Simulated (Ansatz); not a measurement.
## Al2Cu: equation of state with LDA

Crystal: Al2Cu.

```
CELL_PARAMETERS angstrom
-2.03034 2.03034 2.85109
2.03034 -2.03034 2.85109
2.03034 2.03034 -2.85109
ATOMIC_POSITIONS crystal
Cu 0.50000 0.50000 0.00000
Al 0.25000 0.75000 0.50000
Al 0.75000 0.25000 0.50000
```

The cell comes from a database or a generator and needn't be the stable form of this composition.

```json
{"Program": "Ansatz 0.2.0", "Task": "equation of state", "Functional": "LDA", "Potentials or basis": "all-electron LAPW, scalar-relativistic", "Basis error allowed": "0.002 eV/atom", "k mesh": "9 × 9 × 9", "Occupations": "fermi-dirac, width 0.05 eV", "Spin": "no spin polarisation"}
```

```
Equilibrium volume                        : 15.19 Å³/atom
Bulk modulus at fixed shape and positions : 111 GPa
Pressure derivative of the bulk modulus   : 4.5
```

Energy against volume, from the lowest point:
```csv
volume (Å³/atom),energy (meV/atom)
14.730,4.63
15.044,0.00
15.357,0.08
15.671,4.38
15.984,12.44
16.297,23.86
16.611,38.26
```

All runs of the series together: 71 s on 2 threads of Arm Neoverse V2, with other jobs on the host.

Caveat: the cell was scaled at fixed shape and fractional positions, which overstates the stiffness of a crystal with free parameters, most of all of layers and chains.
